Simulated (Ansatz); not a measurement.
# CdS (Greenockite): the cost of one run

Computed with Ansatz 0.2.0, driven from Python. The levels of theory stand in the script.

### Step 1. Starting point

It takes space group P6_3mc (No. 186, hexagonal). Conventional cell: a = 4.150 Å, b = 4.150 Å, c = 6.737 Å, α = 90.00°, β = 90.00°, γ = 120.00°. Around Cd (site symmetry 3m) lie 4 S at 2.53 to 2.54 Å. S (site symmetry 3m) is surrounded by 4 Cd at 2.53 to 2.54 Å.

cds.cif, read by the script:

```cif
data_CdS
_cell_length_a 4.150000
_cell_length_b 4.150000
_cell_length_c 6.737000
_cell_angle_alpha 90.00000
_cell_angle_beta 90.00000
_cell_angle_gamma 120.00000
_symmetry_space_group_name_H-M 'P 1'
_symmetry_Int_Tables_number 1
loop_
_symmetry_equiv_pos_as_xyz
'x, y, z'
loop_
_atom_site_label
_atom_site_type_symbol
_atom_site_fract_x
_atom_site_fract_y
_atom_site_fract_z
Cd1 Cd    0.333333    0.666667    0.000000
Cd2 Cd    0.666667    0.333333    0.500000
S3 S    0.333333    0.666667    0.375000
S4 S    0.666667    0.333333    0.875000
```

### Step 2. Script

cds.py

```python
"""Levels of CdS without and with spin-orbit coupling."""

import ansatz as az
from ase.io import read


def main() -> None:
    atoms = read("cds.cif")
    xtal = az.Crystal.from_ase(atoms)

    calculation = (
        xtal.calculation()
        .functional("PBEsol")
        .kpoints(6, 6, 4)
        .occupations("fermi_dirac", width=0.02)
        .band_table()
    )
    for label, variant in (("scalar-relativistic", calculation), ("spin-orbit", calculation.spin(soc=True))):
        report = variant.run(threads=1).report
        zero = report["band_edges_ev"][0] if report.get("band_edges_ev") else report["fermi_energy_ev"]
        near = [round(e - zero, 3) for e in report["eigenvalues_ev"][0] if abs(e - zero) < 3]
        print(label)
        print("  band edges (eV):", [round(e, 3) for e in report.get("band_edges_ev") or []] or "none reported")
        print("  levels at k =", report["kpoints_frac"][0], "within 3 eV of the zero:", near)


if __name__ == "__main__":
    main()
```

### Step 3. What the engine is handed

The engine receives this input (first run):

```yaml
crystal:
  lattice:
    - [4.15, 0.0, 0.0]
    - [-2.0749999999999993, 3.594005425705421, 0.0]
    - [0.0, 0.0, 6.737]
  atoms:
    - { symbol: Cd, position: [0.333333, 0.666667, 0.0] }
    - { symbol: Cd, position: [0.6666669999999999, 0.33333299999999993, 0.5] }
    - { symbol: S, position: [0.333333, 0.666667, 0.37499999999999994] }
    - { symbol: S, position: [0.6666669999999999, 0.33333299999999993, 0.8749999999999999] }
kpoints:
  mp_grid:
    grid: [6, 6, 4]
hamiltonian:
  xc: pbesol
scf:
  occupations:
    method: fermi_dirac
    width: 0.02
output:
  eigenvalues: true
```

### Step 4. The run

Run with:

```sh
$ python cds.py
```

Q: Estimate wall time and peak memory on 1 thread of Arm Neoverse V1, shared host.

About 38 s, with a peak of 0.74 GiB.
